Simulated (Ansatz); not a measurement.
Crystal: FeO (Wuestite).

```
Fe O
1.0
     0.00000    2.15540    2.15540
     2.15540    0.00000    2.15540
     2.15540    2.15540    0.00000
Fe O
1 1
Direct
  0.00000 0.00000 0.00000
  0.50000 0.50000 0.50000
```

Base run:

| Quantity | Value |
| --- | --- |
| Program | Ansatz 0.2.0 |
| Functional | PBE |
| Potentials or basis | Ansatz PAW |
| Cutoff | 420 eV (not typed: the program's choice for these potentials) |
| k mesh | 9 × 9 × 9 |
| Occupations | fermi-dirac, width 0.05 eV |
| Spin | collinear spin, ferromagnetic start |
| Starting moments | [0.8, 0.0] μB |
| Fixed moment | 0.8 μB |

Its results: pressure -22.9 GPa; site moments Fe +0.75; O +0.02 μB.

**Question.** The run is repeated on the same cell with these changes: fixed moment from 0.8 μB to 2.2 μB; moments at the start from [0.8, 0.0] to [2.2, 0.0]. What comes out?

**Answer.** Pressure -17.5 GPa; site moments Fe +2.06; O -0.00 μB.

Caveats: the total moment is fixed, so each spin has its own Fermi level; a cell with one magnetic atom can't hold antiferromagnetic order, which such compounds often take; the thresholds are loose for stress.
